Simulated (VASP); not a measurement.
**AlAs: relaxation of cell and atoms with LDA**

Crystal: AlAs.

```
Al As
1.0
     0.00000    2.83790    2.83790
     2.83790    0.00000    2.83790
     2.83790    2.83790    0.00000
Al As
1 1
Direct
  0.00000 0.00000 0.00000
  0.25000 0.25000 0.25000
```

The cell is a database's computed one.

```yaml
Program: VASP 6.6.1
Task: relaxation of cell and atoms
Functional: LDA
Potentials_or_basis: VASP PAW LDA potentials, release 64 (Al, As)
Cutoff: 600 eV
k_mesh: 8 × 8 × 8
Occupations: gaussian, width 0.02 eV
Spin: no spin polarisation
Further_INCAR_settings: ALGO = Normal; EDIFF = 1e-07; IBRION = 2; EDIFFG = -0.005; NSW = 90; ISIF = 3
```

```yaml
Relaxed_volume: 22.40 Å³/atom
Relaxed_cell: a = 3.987 Å, b = 3.987 Å, c = 3.987 Å, α = 60.00°, β = 60.00°, γ = 60.00°
Space_group_after_relaxing_to_0.05_Å: F-43m (No. 216)
Energy_gained_by_relaxing: 2.1 meV/atom
Ionic_steps: 3
Pressure_after_relaxing: 0.0 GPa
Band_gap_on_the_k_mesh: 1.32 eV, indirect (least direct gap 1.98 eV)
```

The path:
| step | energy change (eV) | largest force (eV/Å) | pressure (GPa) | volume (Å³) |
| --- | --- | --- | --- | --- |
| 1 | 0.0000 | 0.0000 | -1.47 | 45.71 |
| 2 | -0.0031 | 0.0000 | 0.79 | 44.34 |
| 3 | -0.0042 | 0.0000 | 0.00 | 44.80 |

Final structure:
```
Al As
1.0
     0.00000    2.81890    2.81890
     2.81890    0.00000    2.81890
     2.81890    2.81890    0.00000
Al As
1 1
Direct
  0.00000 0.00000 0.00000
  0.25000 0.25000 0.25000
```

Levels at points of the mesh, in eV from the valence-band top:
| k point | band 1 | band 2 | band 3 | band 4 | band 5 | band 6 | band 7 | band 8 |
| --- | --- | --- | --- | --- | --- | --- | --- | --- |
| (0.00, 0.00, 0.00) | -11.96 | 0.00 | 0.00 | 0.00 | 1.98 | 4.27 | 4.27 | 4.27 |
| (0.50, 0.00, 0.00) | -10.52 | -5.65 | -0.83 | -0.83 | 2.07 | 4.64 | 4.64 | 7.61 |
| (0.50, 0.50, 0.00) | -9.96 | -5.49 | -2.20 | -2.20 | 1.32 | 2.20 | 10.30 | 10.30 |

Run time: 14 s on 1 thread of Intel(R) Xeon(R) Platinum 8559C (Emerald Rapids), on a shared host, peak memory 0.16 GiB.

A k mesh can miss the band edges. A hybrid or GW would open this gap; LDA tends to underestimate it.
